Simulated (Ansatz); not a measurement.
## How far is PAW off for Sc?

```
CELL_PARAMETERS angstrom
0.00000 2.30972 2.30972
2.30972 0.00000 2.30972
2.30972 2.30972 0.00000
ATOMIC_POSITIONS crystal
Sc 0.00000 0.00000 0.00000
```

The conventional cell has a = 4.619 Å, b = 4.619 Å, c = 4.619 Å, α = 90.00°, β = 90.00°, γ = 90.00°. Sc (atom 1) is surrounded by 12 Sc at 3.27 Å.

The structure comes from a relaxation in the same program, started in the fcc type, and has space group Fm-3m. Whether it is a known phase or the ground state wasn't checked.

Spin polarisation is left out, and whether a magnetic state lies lower isn't shown here.

Levels of theory: DFT, PBE, PAW with Ansatz's default frozen-core files, scalar-relativistic (Ansatz 0.2.0); DFT, PBE, all-electron PAW with datasets made for the crystal, scalar-relativistic (Ansatz 0.2.0); DFT, PBE, all-electron LAPW, scalar-relativistic (Ansatz 0.2.0).

For PAW: a Γ-centred 13×13×13 k mesh, Fermi–Dirac smearing of 0.03 eV, cutoff 420 eV, no spin polarisation. The crystal-made all-electron datasets (AE datasets) take a cutoff of 220 eV at this cell. LAPW targets a basis error of 0.25 meV/atom. The Ansatz runs share mesh, smearing and spin set-up. Plane-wave (PAW) pressures include the program's estimate of the Pulay term.

Stress and pressure are positive in compression.

Levels count from the Fermi level.

| quantity | PAW | AE datasets | LAPW |
| --- | --- | --- | --- |
| pressure (GPa) | 0.00 | 0.00 | 0.00 |
| highest filled level at Γ (eV) | -5.186 | -5.186 | -5.186 |
| lowest empty level at Γ (eV) | 1.581 | 1.581 | 1.581 |
| highest filled level at W (eV) | -0.659 | -0.659 | -0.659 |
| lowest empty level at W (eV) | 0.205 | 0.205 | 0.205 |

PAW's pressure differs from the LAPW value by about 0.01 GPa or less.
